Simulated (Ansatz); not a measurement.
input.yaml (Ansatz)

```yaml
crystal:
  lattice:
    - [2.9145962953, 0.0, 0.0]
    - [-1.4572981477, 2.5241144335, 0.0]
    - [0.0, 0.0, 9.7370754294]
  atoms:
    - { symbol: Pt, position: [1.0, 1.0, 0.0] }
    - { symbol: Pt, position: [1.0, 0.0, 0.5] }
    - { symbol: Pt, position: [0.3333333333, 0.6666666667, 0.25] }
    - { symbol: Pt, position: [0.6666666667, 0.3333333333, 0.75] }
hamiltonian:
  xc: rpbe
  pseudopotentials:
    kind: paw
    azcp:
      Pt: "pseudopotentials/Pt.paw.azcp"
basis:
  ecutwfc: 420
  fft_grid_basis: typed
kpoints:
  mp_grid: { grid: [14, 14, 4], shift: [0, 0, 0] }
magnetization:
  spin_polarized: false
scf:
  occupations: { method: fermi_dirac, width: 0.1 }
  lower_state_search: "off"
output:
  stress: true
```

and its output:

```
Engine: ansatz 0.2.0, x86_64-unknown-linux-gnu
Pseudopotentials: kind: paw
Pseudopotential: Pt, paw, valence charge 18, recommended cutoff 420 eV (normal) 
Functional definition: RPBE
  parameter kappa = 0.804
  parameter beta = 0.06672455060314922
  exchange = rpbe_x(kappa = kappa, mu = beta*pi^2/3)
  correlation = pbe_c(beta = beta)
Crystal: 4 atoms, lattice volume = 71.633 Å³
Basis set: ecut = 420 eV, 1389 PW (Γ)
Bands: 44, of which v1, the nominal top of the filled ones, is band 36 counted from 1 (35 counted from 0)
Symmetry: 24 space group operations
Space group: P63/mmc (ITA 194), of the structure as read, at distance tolerance 4.2e-5 Å
k-points: 72 of 784
Non-local potential: Pt, projectors of the file, l = 0: 3, l = 1: 2, l = 2: 2, l = 3: 1
PAW form: soft (Blöchl's): semilocal exchange-correlation on the pseudo side does not see the compensation charge
PAW frozen core: Pt, regenerated for the run's functional, and the local potential with it (the file was generated under x = pbe(κ = 0.804, μ = 0.2195149727645171), c = pbe(β = 0.06672455060314922))
PAW one-centre angular grid: Pt, 590 points (default); XC on 64 Gauss nodes
Initial density: superposition of atomic densities (neutral atoms: chi_scale 0, normalization atom), corrected by the library's trained network
Initial wavefunctions: pseudopotential atomic-orbital guess
Functional: x = rpbe, c = pbe(β = 0.06672455060314922)
SCF iter   1: F=—  HF=-50146.651167 eV  |F-HF|=—  |Δ(HF+E_count)|=         —  Δρ=5.19e-3  dr2=1.04e-2  ethr=1.77e-3  ⟨swp⟩=5.5  Hψ=10178  notcnv=0  defer=27
SCF iter   2: F=—  HF=-50146.654126 eV  |F-HF|=—  |Δ(HF+E_count)|=   2.96e-3  Δρ=2.73e-3  dr2=2.83e-3  ethr=1.44e-5  ⟨swp⟩=2.2  Hψ=5021  notcnv=0  defer=26
SCF iter   3: F=—  HF=-50146.654378 eV  |F-HF|=—  |Δ(HF+E_count)|=   2.52e-4  Δρ=3.37e-4  dr2=7.26e-5  ethr=3.93e-6  ⟨swp⟩=2.0  Hψ=4105  notcnv=0  defer=26
SCF iter   4: F=—  HF=-50146.654409 eV  |F-HF|=—  |Δ(HF+E_count)|=   3.08e-5  Δρ=7.63e-5  dr2=5.27e-6  ethr=1.01e-7  ⟨swp⟩=2.0  Hψ=4473  notcnv=0  defer=26
SCF iter   5: F=—  HF=-50146.654409 eV  |F-HF|=—  |Δ(HF+E_count)|=   3.53e-7  Δρ=2.49e-5  dr2=7.77e-7  ethr=7.31e-9  ⟨swp⟩=2.3  Hψ=5408  notcnv=0  defer=26
SCF iter   6: F=-50146.654409 eV  HF=-50146.654409 eV  |F-HF|=3.88e-9  |Δ(HF+E_count)|=   4.67e-8  Δρ=6.49e-6  dr2=2.57e-8  ethr=1.39e-10  ⟨swp⟩=2.9  Hψ=10552  notcnv=0
SCF 1 converged in 6 iterations: F = -50146.654409 eV  dr2 = 2.57e-8
SCF converged after 6 iterations
Free energy (F): -50146.654409 eV
Harris-Foulkes:  -50146.654409 eV  (|F-HF|=3.88e-9)
Internal energy: -50146.381235 eV  (E = F + TS)
E sigma→0 (E₀):  -50146.517822 eV
Entropy (-TS):   -0.273173 eV (-68.293 meV/atom)
Fermi energy:    18.612803 eV
--- Per-component energies (eV) ---
  E_band       = -803.508530
  E_kinetic    = 2533.767128
  E_local      = -6749.864566  (includes V_loc(G=0)·N_el)
  E_nonlocal   = 798.292169
  E_hartree    = 2481.616708
  E_xc         = -1040.498186
  E_vxc        = -1200.396181  (∫ρ·V_xc dr)
  E_paw        = -37869.411631  (= ΣΔE_a)
  E_vpaw       = -1148.549002  (= ΣTr[D̂ρ^β])
  E_aug_tail   = 0.000782  (compensation charges beyond the density's cutoff)
  E_ewald      = -10300.134354
  E_core_change = -0.149285  (= ΣΔE_core)
  E_smearing   = -0.273173  (= −TS)
  E_closure    = -0.000000  (closes the sum)
  Σ components = -50146.654409   (vs F -50146.654409, Δ=0.00e0)
--- Stress (GPa, compression-positive) ---
      -18.923534       0.000000       0.000000
        0.000000     -18.923534       0.000000
        0.000000       0.000000     -18.107846
  P = ⅓ Tr σ = -18.6516 GPa (-186.516 kbar)
```
